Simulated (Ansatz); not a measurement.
# Direct or indirect: AsOF3 sheet (Pmmm)

```
As F O
1.0
     3.90083    0.00000    0.00000
     3.90083    3.48685    0.00000
     0.00000    0.00000   18.45000
As F O
1 3 1
Direct
  0.00000 0.00000 0.50000
  0.00000 0.00000 0.59350
  0.50000 0.00000 0.50000
  0.00000 0.00000 0.40650
  0.50000 0.50000 0.50000
```

Method: Ansatz, PBE, independent particles, without spin-orbit coupling, line width 0.05 eV (Gaussian). The band structure gives a fundamental gap of 1.35 eV. The spectrum of vertical transitions near the edge:

```
E (eV)  absorbance (%), E ∥ x  absorbance (%), E ∥ y
  0.90                   0.00                   0.00
  1.02                   0.00                   0.00
  1.14                   0.00                   0.00
  1.26                   0.00                   0.00
  1.38                   0.00                   0.00
  1.50                   0.00                   0.00
  1.62                   0.00                   0.00
  1.74                   0.00                   0.00
  1.86                   0.00                   0.00
  1.98                   0.00                   0.00
  2.10                   0.01                   0.00
  2.22                   0.78                   0.00
  2.34                   0.84                   0.01
  2.46                   0.72                   0.02
  2.58                   0.63                   0.04
  2.70                   0.55                   0.06
  2.82                   0.48                   0.09
  2.94                   0.42                   0.11
  3.06                   0.38                   0.14
  3.18                   0.34                   0.31
  3.30                   0.30                   1.19
  3.42                   0.28                   1.19
```

Task: Is the gap direct or indirect, and about where do vertical transitions set in?

Result: Indirect, by the band path, whose least direct gap is 2.18 eV. The curves fit this: they stay near zero above 1.35 eV and rise only from about 2.2 eV, though a forbidden direct transition would look alike. Lines are broadened by 0.05 eV, which spreads the edge, and phonons, which would give weak absorption from the fundamental gap up, are left out.

Note: cells built here by substitution need not match a known phase.

[Logs are printed without paths, hosts, clocks, repeated set-up lines and the standing remarks that a program may print on its own settings, such as how far it seeks lower states.]
